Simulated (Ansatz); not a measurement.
**ZrSi3O8: rattling a relaxed structure**

The structure comes from a generated guess, relaxed at this level; another structure or a mixture of phases may lie lower.

Method: DFT PBE, scalar-relativistic, plane waves, PAW (Ansatz 0.2.0). Plane waves to 420 eV, a k mesh through Γ of 4×4×4 on the computed 12-atom cell and Gaussian smearing (0.02 eV); no spin polarisation.

The cell below (12 atoms, space group P-4m2 (No. 115)) is relaxed within its symmetry.

```
Zr Si O
1.0
     5.50055    0.00000    0.00000
     0.00000    5.50055    0.00000
     0.00000    0.00000    8.03135
Zr Si O
1 3 8
Cartesian
  2.7503 2.7503 4.0157
  0.0000 2.7503 6.2681
  2.7503 0.0000 1.7633
  0.0000 0.0000 0.0000
  0.0000 4.1207 7.1593
  2.7503 1.2867 2.7454
  1.2867 2.7503 5.2860
  4.1207 0.0000 0.8721
  0.0000 1.3799 7.1593
  2.7503 4.2138 2.7454
  4.2138 2.7503 5.2860
  1.3799 0.0000 0.8721
```

For the test it was strained at random (σ = 1.5 % a component), the atoms were moved at random (σ = 0.05 Å), and all was relaxed again on a coarse 4×4×2 mesh (in the run’s order of axes) with 0.10 eV smearing, with no symmetry imposed.

Problem. What happens?

Solution. It doesn't return. The energy falls by 14 meV/atom on that mesh, the volume changes by -8.8 %, and the end has space group C2 (No. 5) at a loose tolerance. Relaxed again on a 4×4×4 mesh with 0.02 eV smearing, the new structure lies 14 meV/atom below the first (mesh in the axes of the run's cell; the cell below is made exact in the group named). Space group C2 (No. 5), monoclinic, a = 7.533 Å, b = 7.662 Å, c = 7.622 Å, β = 90.0°. Zr has 4 O at 1.95–1.96 Å; around Si on a site of symmetry 1 lie 4 O at 1.63–1.64 Å; around Si on a site of symmetry 2 lie 4 O at 1.63 Å; O on its first site is surrounded by 2 Si at 1.63 Å; 3 more sites not described.

```
CELL_PARAMETERS angstrom
3.76672 -3.83108 0.00000
3.76672 3.83108 0.00000
-0.00406 0.00000 7.62228
ATOMIC_POSITIONS crystal
Zr 0.47990 0.52010 0.00000
Si 0.97527 0.47598 0.73027
Si 0.52402 0.02473 0.26973
Si 0.02319 0.97681 0.50000
O 0.04153 0.23921 0.60623
O 0.53133 0.85721 0.09071
O 0.14279 0.46867 0.90929
O 0.76079 0.95847 0.39377
O 0.03742 0.73868 0.63101
O 0.53749 0.31441 0.20830
O 0.68559 0.46251 0.79170
O 0.26132 0.96258 0.36899
```
